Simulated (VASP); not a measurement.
VASP input:

**INCAR**
```
EDIFF = 1E-7
LWAVE = .False.
ISIF = 2
ENCUT = 520   # plane-wave cut-off (eV)
LREAL = .False.   # projection in real space or not
LASPH = .True.   # aspherical one-centre terms
ALGO = Normal   # blocked Davidson
PREC = Accurate
LCHARG = .False.
SIGMA = 0.05
SYSTEM = AlSb
NELM = 100
LMAXMIX = 4   # l cut-off of mixed one-centre charges
GGA = RP   # RPBE
ISMEAR = 0
```

File POSCAR:
```
AlSb
1
    0.0000000000     3.1405828490     3.1405828490
    3.1405828490     0.0000000000     3.1405828490
    3.1405828490     3.1405828490     0.0000000000
Al Sb
1 1
Direct
  0.0000000000   0.0000000000   0.0000000000
  0.2500000000   0.2500000000   0.2500000000
```

KPOINTS:
```
K-points
0
G
 7 7 7
0 0 0
```

POTCAR, in this order: Al Sb (PBE.64 set). Program: vasp_std.

Problem. Write an equivalent input for Quantum ESPRESSO's pw.x.

Solution. One equivalent input (not run):
```
&CONTROL
  calculation = 'scf'
  pseudo_dir = './pseudo'
  outdir = './out'
  tprnfor = .true.
  tstress = .true.
/
&SYSTEM
  ibrav = 0
  nat = 2
  ntyp = 2
  ecutwfc = 80
  occupations = 'smearing'
  smearing = 'gaussian'
  degauss = 0.003675
  input_dft = 'rpbe'
/
&ELECTRONS
  conv_thr = 7.3e-09
  electron_maxstep = 100
/
ATOMIC_SPECIES
  Al 26.982 Al.upf
  Sb 121.760 Sb.upf
CELL_PARAMETERS angstrom
     0.0000000    3.1405828    3.1405828
     3.1405828    0.0000000    3.1405828
     3.1405828    3.1405828    0.0000000
ATOMIC_POSITIONS crystal
  Al   0.0000000  0.0000000  0.0000000
  Sb   0.2500000  0.2500000  0.2500000
K_POINTS automatic
  7 7 7 0 0 0
```
Limits of the translation: the potentials are each code's own (VASP's PAW set, PseudoDojo norm-conserving files in pw.x), so ENCUT and ecutwfc are chosen apart and not converted; conv_thr bounds pw.x's estimated SCF error, while EDIFF bounds the energy change between steps.

The compound is AlSb in the zinc blende structure. It was relaxed first, which changed the volume by +7 %.
